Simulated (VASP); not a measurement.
Runs of VASP 6.6.1 on B. Symmetry: Pm-3m, No. 221, cubic system. Conventional cell: a = 1.885 Å, b = 1.885 Å, c = 1.885 Å, α = 90.00°, β = 90.00°, γ = 90.00°. B (site symmetry m-3m) has 6 B at 1.89 Å as nearest neighbours. The cell was built by a generator and needn't be a form met in nature.

| task | level | potentials or basis | cell | k mesh | cutoff (eV) | smearing | screening parameter | grid for exact exchange (PRECFOCK) | mesh quality | gap on the mesh (eV) | pressure (GPa) | relaxed volume (Å³/atom) |
| --- | --- | --- | --- | --- | --- | --- | --- | --- | --- | --- | --- | --- |
| band structure | TPSS | VASP PAW PBE potentials, release 64 (B) | as given | 14 × 14 × 14 | 520 | fermi-dirac 0.05 eV | - | - | not flagged | - | -1.7 | - |
| band structure | SCAN | VASP PAW PBE potentials, release 64 (B) | as given | 14 × 14 × 14 | 520 | fermi-dirac 0.05 eV | - | - | not flagged | - | -1.1 | - |
| band structure | PW91 | VASP PAW PBE potentials, release 64 (B) | as given | 14 × 14 × 14 | 520 | fermi-dirac 0.05 eV | - | - | not flagged | - | 1.6 | - |
| relaxation of cell and atoms | PBE+D3 | VASP PAW PBE potentials, release 64 (B) | relaxed | 14 × 14 × 14 | 600 | fermi-dirac 0.05 eV | - | - | not flagged | none | 0.0 | (a) |
| relaxation of cell and atoms | PBE | VASP PAW PBE potentials, release 64 (B) | relaxed | 14 × 14 × 14 | 600 | gaussian 0.05 eV | - | - | not flagged | none | 0.3 | 6.70 |
| band structure | revPBE | VASP PAW PBE potentials, release 64 (B) | as given | 14 × 14 × 14 | 520 | fermi-dirac 0.05 eV | - | - | not flagged | - | 3.2 | - |
| relaxation of cell and atoms | PBE+dDsC | VASP PAW PBE potentials, release 64 (B) | relaxed | 14 × 14 × 14 | 600 | fermi-dirac 0.05 eV | - | - | not flagged | none | -0.1 | 6.57 |
| single point | HSE(alpha, omega) | VASP PAW PBE potentials, release 64 (B) | as given | 7 × 7 × 7 | 520 | fermi-dirac 0.05 eV | 0.6 | Fast | coarse | none | (b) | - |
| relaxation of cell and atoms | PBE+rVV10 | VASP PAW PBE potentials, release 64 (B) | relaxed | 14 × 14 × 14 | 600 | fermi-dirac 0.05 eV | - | - | not flagged | none | 0.0 | 6.70 |
| relaxation of cell and atoms | PBE+TS | VASP PAW PBE potentials, release 64 (B) | relaxed | 14 × 14 × 14 | 600 | fermi-dirac 0.05 eV | - | - | not flagged | none | 0.0 | 6.43 |
| relaxation of cell and atoms | PBE+D3(BJ) | VASP PAW PBE potentials, release 64 (B) | relaxed | 14 × 14 × 14 | 600 | fermi-dirac 0.05 eV | - | - | not flagged | none | 0.0 | 6.56 |
| relaxation of the atoms | LDA | VASP PAW LDA potentials, release 64 (B) | atoms relaxed | 14 × 14 × 14 | 520 | gaussian 0.05 eV | - | - | not flagged | none | -7.1 | - |

Alike in all rows: no spin polarisation.

Task: Estimate the missing entries.

Result: (a) 6.63; (b) -3.0.

Caveats: some runs use coarse meshes; the PAW data sets were made with another functional, which shifts forces and pressure a little (some runs); pairwise dispersion overbinds metals, which lowers pressure and volume (some runs); atom-pairwise D2, TS and ULG terms overbind metals (some runs).

A k mesh can miss the band edges.

A gap of «none» marks a metal or a gap under the smearing width.

Not every run made on this cell is shown here.
